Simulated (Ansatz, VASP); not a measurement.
## One calculation of Cd, two programs

Contents of INCAR:

```
PREC = Accurate
ENCUT = 520
EDIFF = 1E-6
ISMEAR = -1
SIGMA = 0.05
LREAL = False
LASPH = True
NELM = 60
ALGO = Normal
ISIF = 2
LWAVE = False
LCHARG = True
GGA = PE
LELF = True
LVHAR = True
NBANDS = 19
```

KPOINTS

```
regular mesh
0
Gamma
  10 10 5
```

The input POSCAR:

```
Cd
1.0
    3.0372940483      0.0000000000      0.0000000000
   -1.5186470242      2.6303738046      0.0000000000
    0.0000000000      0.0000000000      5.7278279719
Cd
2
Direct
    0.6666666667      0.3333333333      0.7500000000
    0.3333333333      0.6666666667      0.2500000000
```

Contents of input.yaml:

```yaml
crystal:
  lattice:
    - [3.0372940483, 0.0, 0.0]
    - [-1.5186470242, 2.6303738046, 0.0]
    - [0.0, 0.0, 5.7278279719]
  atoms:
    - { symbol: Cd, position: [0.6666666667, 0.3333333333, 0.75] }
    - { symbol: Cd, position: [0.3333333333, 0.6666666667, 0.25] }
kpoints:
  mp_grid: { grid: [10, 10, 5] }
scf:
  occupations: { method: fermi_dirac, width: 0.05 }
hamiltonian:
  xc: pbe
  pseudopotentials: { kind: all_electron, lapw: { basis_error: 0.0005 } }
output:
  forces: true
  stress: true
  eigenvalues: true
```

Change from the starting cell: volume scaled by 1.06.

Alike in both runs: task single point; functional PBE; k mesh 10 × 10 × 5; occupations fermi-dirac, width 0.05 eV; no spin polarisation.

```csv
,VASP,Ansatz
version,VASP 6.6.1,Ansatz 0.2.0
potentials or method,"VASP PAW PBE potentials, release 64 (Cd)","all-electron LAPW, scalar-relativistic"
plane-wave cutoff (eV),520,see its input
```

VASP gave:

| Quantity | Value |
| --- | --- |
| gap on the k mesh at the Fermi level (eV) | none |
| pressure (GPa) | 0.0 |
| largest component of the traceless stress (GPa) | 0.41 |

Task: Which values does Ansatz return?

Result: gap on the k mesh at the Fermi level (eV): none; pressure (GPa): -0.2; largest component of the traceless stress (GPa): 0.30.

A gap of «none» marks a metal or a gap that the smearing closes. Ansatz ran all-electron here, so the differences hold the error of VASP's frozen core and of both bases.
